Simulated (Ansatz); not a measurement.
# NiO (Fm-3m) in Ansatz: notebook

One crystal, NiO, is run at these levels: PBE, LDA, PBEsol; tasks: band structure.

Everything below comes from runs of Ansatz 0.2.0. Logs are shortened: lines on timing, memory, paths and dates and some standing lists are left out, and cuts for length are marked.

**What was measured.**

From “Local correlations, non-local screening, multiplets, and band formation in NiO”, 2012, arxiv:1210.6675, for a bulk crystal of NiO: band gap 4.3 eV.

How close the calculation comes is told below.

## Step 1: Starting point

It takes space group Fm-3m (No. 225, cubic). The conventional cell has a = 4.172 Å, b = 4.172 Å, c = 4.172 Å, α = 90.00°, β = 90.00°, γ = 90.00°. Ni (site symmetry m-3m) has 6 O at 2.09 Å as nearest neighbours. Around O (site symmetry m-3m) lie 6 Ni at 2.09 Å.

## Step 2: Band structure, PBE, collinear spin, ferromagnetic start

File input.yaml:

```yaml
crystal:
  lattice:
    - [0.0, 2.0859016414, 2.0859016414]
    - [2.0859016414, 0.0, 2.0859016414]
    - [2.0859016414, 2.0859016414, 0.0]
  atoms:
    - { symbol: Ni, position: [0.0, 0.0, 0.0], spin: 1.0 }
    - { symbol: O, position: [0.5, 0.5, 0.5] }
kpoints:
  mp_grid: { grid: [11, 11, 11] }
  band_path:
    path:
      - [0.0, 0.0, 0.0]
      - [0.5, 0.0, 0.5]
      - [0.5, 0.25, 0.75]
      - [0.375, 0.375, 0.75]
      - [0.0, 0.0, 0.0]
      - [0.5, 0.5, 0.5]
      - [0.625, 0.25, 0.625]
      - [0.5, 0.25, 0.75]
    npoints: 8
scf:
  occupations: { method: fermi_dirac, width: 0.05 }
hamiltonian:
  xc: pbe
  pseudopotentials: { kind: all_electron, lapw: { basis_error: 0.001 } }
magnetization:
  spin_polarized: true
output:
  forces: true
  stress: true
  eigenvalues: true
```

Potentials or basis: all-electron LAPW, scalar-relativistic.

Started as:

```bash
ansatz run input.yaml --threads 2 --pin off --max-ram 6144MiB --backend cpu --events-out ev --progress --plain --runs-dir out
```

The program printed:

```text
Warning: RAYON_NUM_THREADS=2 ignored (pool sized by the plan → 2); use --threads N
LAPW: plane waves up to 9.967 Å⁻¹, error target 1.0e-3 eV per atom; small_component_spin mean_spin; O in spheres of 0.943 Å, 8 of its electrons in bands, Dirac shells []; Ni in spheres of 1.143 Å, 18 of its electrons in bands, Dirac shells [] (how accurate: hamiltonian.pseudopotentials.lapw.basis_error, Limitations)
Engine: ansatz 0.2.0, x86_64-unknown-linux-gnu
Pseudopotentials: kind: all_electron
Pseudopotential: Ni, LAPW, valence charge 18, lapw/all_electron/scalar/gaussian/Ni, Koelling and Harmon's equation, gaussian nucleus
Pseudopotential: O, LAPW, valence charge 8, lapw/all_electron/scalar/gaussian/O, Koelling and Harmon's equation, gaussian nucleus
Functional definition: PBE
  parameter kappa = 0.804
  parameter beta = 0.06672455060314922
  exchange = pbe_x(kappa = kappa, mu = beta*pi^2/3)
  correlation = pbe_c(beta = beta)
Crystal: 2 atoms, lattice volume = 18.151 Å³
Basis set: ecut = 378.48169462891155 eV, 307 PW (Γ), exchange–correlation at level 2
Bands: 18, of which v1, the nominal top of the filled ones, is band 13 counted from 1 (12 counted from 0)
Symmetry: 48 space group operations
Space group: Fm-3m (ITA 225), of the structure as read, at distance tolerance 2.6e-5 Å
Magnetic group: BNS 225.116 (UNI 1618), of the structure as read, at distance tolerance 2.6e-5 Å
k-points: 56 of 1331
Non-local potential: Ni, projectors of the file, none
Non-local potential: O, projectors of the file, none
Initial density: superposition of atomic densities (chi_scale 0.1, normalization cell, long waves kept (reshape's long-wave potential 0.00 eV rms))
Starting moments: Σ|m| = 1 μB on 1 of 2 sites
Initial wavefunctions: plane waves of lowest kinetic energy (no species holds an atomic orbital)
Functional: x = pbe(κ = 0.804, μ = 0.2195149727645171), c = pbe(β = 0.06672455060314922)
iter 1 solved again at ethr=4.60e-3 eV; its pass at ethr=1.00e-1 eV (dr2=1.20e0 eV) is discarded
SCF iter   1: F=—  HF=-43430.045878 eV  |F-HF|=—  |Δ(HF+E_count)|=         —  Δρ=5.10e-2 (↑5.10e-2 ↓4.61e-2)  dr2=1.17e0  dr2_m=1.29e-1  M=1.713 μB ∫|m|=1.713 μB  β_m=0.30  ethr=4.60e-3  ⟨swp⟩=2.0  Hψ=13208  notcnv=0
Mixer restart at iter 1: flushing history
preconditioner: auto → none  [metal: Δε(μ)=0.046 eV  Ē_g=14.812 eV  σ=0.050 eV  W_gap=0.22  n_scr=8 (ndim 8)  ℏωp=34.9 eV  f_vac=0.000  D(μ)=3.33/eV (n_scr^D=58)  sad-step TF]
SCF iter   2: F=—  HF=-43429.560806 eV  |F-HF|=—  |Δ(HF+E_count)|=   4.85e-1  Δρ=2.22e-2 (↑2.22e-2 ↓1.34e-2)  dr2=2.17e-1  dr2_m=7.63e-3  M=1.341 μB ∫|m|=1.341 μB  β_m=0.35  ethr=4.51e-3  ⟨swp⟩=2.0  Hψ=6048  notcnv=0
SCF iter   3: F=—  HF=-43429.940577 eV  |F-HF|=—  |Δ(HF+E_count)|=         —  Δρ=2.45e-2 (↑2.44e-2 ↓2.45e-2)  dr2=1.57e-1  dr2_m=6.74e-2  M=1.784 μB ∫|m|=1.784 μB  β_m=1.00  ethr=8.36e-4  ⟨swp⟩=2.0  Hψ=6034  notcnv=0
Mixer restart at iter 3: flushing history
SCF iter   4: F=—  HF=-43429.819196 eV  |F-HF|=—  |Δ(HF+E_count)|=         —  Δρ=2.36e-2 (↑1.10e-2 ↓2.36e-2)  dr2=1.91e-1  dr2_m=1.47e-2  M=1.603 μB ∫|m|=1.606 μB  β_m=0.35  ethr=1.92e-4  ⟨swp⟩=3.0  Hψ=6958  notcnv=0
Mixer restart at iter 4: flushing history
iter 5 solved again at ethr=7.48e-6 eV; its pass at ethr=1.92e-4 eV (dr2=1.95e-3 eV) is discarded
SCF iter   5: F=—  HF=-43429.777986 eV  |F-HF|=—  |Δ(HF+E_count)|=   4.12e-2  Δρ=2.90e-3 (↑2.35e-3 ↓2.90e-3)  dr2=1.95e-3  dr2_m=6.59e-4  M=1.763 μB ∫|m|=1.767 μB  β_m=0.32  ethr=7.48e-6  ⟨swp⟩=2.0  Hψ=10402  notcnv=0
SCF iter   6: F=—  HF=-43429.773373 eV  |F-HF|=—  |Δ(HF+E_count)|=         —  Δρ=2.76e-3 (↑5.28e-4 ↓2.76e-3)  dr2=1.09e-3  dr2_m=4.28e-4  M=1.740 μB ∫|m|=1.744 μB  β_m=0.42  ethr=7.48e-6  ⟨swp⟩=3.0  Hψ=5975  notcnv=0
the basis was enlarged: its passes take 4.0 MiB over the memory plan, 2 of 2 planned eigensolver slots
SCF iter   7: F=—  HF=-43429.774711 eV  |F-HF|=—  |Δ(HF+E_count)|=   1.34e-3  Δρ=1.11e-3 (↑9.67e-4 ↓1.11e-3)  dr2=1.02e-5  dr2_m=1.78e-4  M=1.758 μB ∫|m|=1.763 μB  β_m=0.71  ethr=4.18e-6  ⟨swp⟩=2.0  Hψ=5530  notcnv=0
SCF iter   8: F=—  HF=-43429.775057 eV  |F-HF|=—  |Δ(HF+E_count)|=   3.46e-4  Δρ=5.28e-4 (↑5.28e-4 ↓5.18e-4)  dr2=1.36e-4  dr2_m=1.50e-5  M=1.772 μB ∫|m|=1.778 μB  β_m=0.72  ethr=3.94e-8  ⟨swp⟩=3.0  Hψ=6394  notcnv=0
SCF iter   9: F=—  HF=-43429.774999 eV  |F-HF|=—  |Δ(HF+E_count)|=   5.86e-5  Δρ=1.26e-4 (↑1.19e-4 ↓1.26e-4)  dr2=3.34e-6  dr2_m=1.78e-6  M=1.773 μB ∫|m|=1.780 μB  β_m=0.86  ethr=3.94e-8  ⟨swp⟩=3.0  Hψ=6321  notcnv=0
SCF iter  10: F=—  HF=-43429.775013 eV  |F-HF|=—  |Δ(HF+E_count)|=   1.43e-5  Δρ=9.72e-5 (↑7.63e-5 ↓9.72e-5)  dr2=1.39e-6  dr2_m=9.60e-7  M=1.776 μB ∫|m|=1.782 μB  β_m=0.93  ethr=1.28e-8  ⟨swp⟩=2.0  Hψ=5527  notcnv=0
SCF iter  11: F=—  HF=-43429.775016 eV  |F-HF|=—  |Δ(HF+E_count)|=   2.94e-6  Δρ=2.05e-5 (↑1.31e-5 ↓2.05e-5)  dr2=3.64e-8  dr2_m=4.15e-8  M=1.777 μB ∫|m|=1.783 μB  β_m=0.96  ethr=5.35e-9  ⟨swp⟩=2.9  Hψ=5724  notcnv=0
SCF iter  12: F=—  HF=-43429.775016 eV  |F-HF|=—  |Δ(HF+E_count)|=   1.21e-7  Δρ=1.28e-6 (↑9.56e-7 ↓1.28e-6)  dr2=9.47e-10  dr2_m=1.84e-11  M=1.778 μB ∫|m|=1.784 μB  β_m=0.89  ethr=1.40e-10  ⟨swp⟩=3.0  Hψ=5895  notcnv=0
SCF iter  13: F=-43429.775016 eV  HF=-43429.775016 eV  |F-HF|=6.91e-10  |Δ(HF+E_count)|=   5.99e-9  Δρ=1.06e-6 (↑5.53e-7 ↓1.06e-6)  dr2=3.65e-10  dr2_m=4.22e-11  M=1.778 μB ∫|m|=1.784 μB  ethr=5.79e-12 (applied; sched 3.64e-12)  ⟨swp⟩=2.2  Hψ=5559  notcnv=0
SCF 1 converged in 13 iterations: F = -43429.775016 eV  dr2 = 3.65e-10
NSCF: frozen V_eff on 57 k-points
SCF converged after 13 iterations
Magnetization: 1.7777 μB (13.8889 up, 12.1111 down)
Absolute magnetization: 1.7838 μB (∫|ρ↑−ρ↓|)
Spin contamination: 0.0065 ħ² per cell (⟨S²⟩ above its minimum at these occupations)
Per-site moments (μB) at R_I (Å): [(1.4785905063729832, 1.1428505103952713), (0.2853573609553095, 0.9430510999223721)]
Free energy (F): -43429.775016 eV
Harris-Foulkes:  -43429.775016 eV  (|F-HF|=6.91e-10)
Internal energy: -43429.765939 eV  (E = F + TS)
E sigma→0 (E₀):  -43429.770478 eV
Entropy (-TS):   -0.009077 eV (-4.539 meV/atom)
Fermi energy:    14.633899 eV
--- Per-component energies (eV) ---
  E_band       = -1306.789283
  E_kinetic    = 44091.036189
  E_xc         = -1964.006191
  E_electrostatic = -85556.795937  (all electrons and nuclei)
  E_smearing   = -0.009077  (= −TS)
  E_closure    = 0.000000  (closes the sum)
  E_atoms      = -43416.659407  (free atoms, spherical and without spin; not in F)
  Σ components = -43429.775016   (vs F -43429.775016, Δ=0.00e0)
  Basis errors (estimates in eV, not in F): energy 3.7e-4 per atom: plane waves 3.3e-4 (1.8e-4 summed), levels above the bands 3.7e-144, relativity 4.9e-8, radial functions 3.8e-5, core shells 3.1e-9; eigenvalues (radial functions only) 8.9e-7; not estimated: angular momenta, meshes, grids; target (lapw.basis_error) 1.0e-3; muffin-tin radii O 0.943 Å, Ni 1.143 Å
--- Forces (eV/Å), atoms counted from 1 ---
  atom   1  Ni     0.00000000     0.00000000     0.00000000
  atom   2  O      0.00000000    -0.00000000     0.00000000
  max |Σ_I F_I| component: 2.33e-30 eV/Å
--- Stress (GPa, compression-positive) ---
        6.274873      -0.000000       0.000000
       -0.000000       6.274873      -0.000000
        0.000000      -0.000000       6.274873
  P = ⅓ Tr σ = 6.2749 GPa (62.749 kbar)
--- Band table (eV; the first three rows and the last of 112) ---
  k-point 0 ↑: bands = ["-492.0913", "-89.8123", "-50.1873", "-50.1873", "-50.1873", "-5.7944", "11.4247", "11.4247", "11.5970", "11.5970", "11.5970", "11.9582", "11.9582", "11.9582", "16.1225", "32.3881", "33.4559", "33.4559"]
  k-point 1 ↑: bands = ["-492.0913", "-89.8121", "-50.1897", "-50.1876", "-50.1876", "-5.6997", "10.6800", "10.6800", "10.7615", "11.9364", "11.9364", "12.2460", "12.4520", "12.4520", "16.7076", "30.5439", "33.1506", "33.1506"]
  k-point 2 ↑: bands = ["-492.0913", "-89.8115", "-50.1963", "-50.1885", "-50.1885", "-5.4346", "9.4193", "9.9316", "9.9316", "12.1028", "12.1028", "12.4742", "13.2776", "13.2776", "17.9251", "28.2487", "31.9887", "31.9887"]
  k-point 55 ↓: bands = ["-491.8461", "-87.9523", "-48.3997", "-48.3981", "-48.3890", "-3.7305", "8.6888", "8.7397", "9.6025", "13.4154", "13.6065", "13.8879", "14.9990", "15.7314", "23.6054", "25.3529", "25.5275", "28.7500"]
```

Run time: 9.5 s. Hardware: 2 threads of Intel Xeon 6975P-C (Granite Rapids), shared host; peak memory 0.48 GiB.

Results:

| Property | Result |
| --- | --- |
| Free energy | -43429.7750 eV |
| Pressure | 6.3 GPa |
| Band gap along the path | none (metal or under the smearing width) |
| Net moment | 1.78 μB per cell |
| Absolute moment | 1.78 μB per cell |
| Site moments | Ni +1.48; O +0.29 μB |

Levels at the corners of the path, in eV from the Fermi level:
Spin up:
| point | band 10 | band 11 | band 12 | band 13 | band 14 | band 15 | band 16 | band 17 | band 18 |
| --- | --- | --- | --- | --- | --- | --- | --- | --- | --- |
| Γ | -3.04 | -3.04 | -2.68 | -2.68 | -2.68 | 1.49 | 17.75 | 18.82 | 18.82 |
| X | -3.56 | -2.87 | -2.30 | -1.66 | -1.66 | 6.07 | 10.53 | 12.17 | 16.56 |
| W | -2.44 | -1.92 | -1.92 | -1.66 | -1.30 | 8.43 | 10.63 | 10.63 | 13.37 |
| K | -2.64 | -1.90 | -1.78 | -1.54 | -1.22 | 7.73 | 10.26 | 10.47 | 15.77 |
| Γ | -3.04 | -3.04 | -2.68 | -2.68 | -2.68 | 1.49 | 17.75 | 18.82 | 18.82 |
| L | -1.98 | -1.98 | -1.43 | 0.26 | 0.26 | 5.53 | 9.95 | 13.95 | 13.95 |
| U | -2.64 | -1.90 | -1.78 | -1.54 | -1.22 | 7.73 | 10.26 | 10.47 | 15.77 |
| W | -2.44 | -1.92 | -1.92 | -1.66 | -1.30 | 8.43 | 10.63 | 10.63 | 13.37 |
Spin down:
```csv
point,band 8,band 9,band 10,band 11,band 12,band 13,band 14,band 15,band 16,band 17
Γ,-2.53,-2.53,-1.87,-1.87,-1.87,-0.55,-0.55,1.85,17.69,19.05
X,-3.90,-3.90,-2.87,-0.77,-0.77,-0.11,0.44,6.53,10.90,12.44
W,-5.82,-5.21,-1.11,-1.11,-0.77,0.31,1.05,8.98,10.95,10.95
K,-5.88,-4.44,-1.67,-0.90,-0.68,0.57,1.07,8.18,10.61,10.81
Γ,-2.53,-2.53,-1.87,-1.87,-1.87,-0.55,-0.55,1.85,17.69,19.05
L,-4.84,-4.84,-0.96,-0.96,-0.59,2.29,2.29,5.71,10.48,14.24
U,-5.88,-4.44,-1.67,-0.90,-0.68,0.57,1.07,8.18,10.61,10.81
W,-5.82,-5.21,-1.11,-1.11,-0.77,0.31,1.05,8.98,10.95,10.95
```

Caveat: a cell with one magnetic atom can't hold antiferromagnetic order, which such compounds often take; semilocal functionals often make such compounds metallic where correlation or magnetic order opens a gap, which also shifts bond lengths.

[end of part 1 of 2]
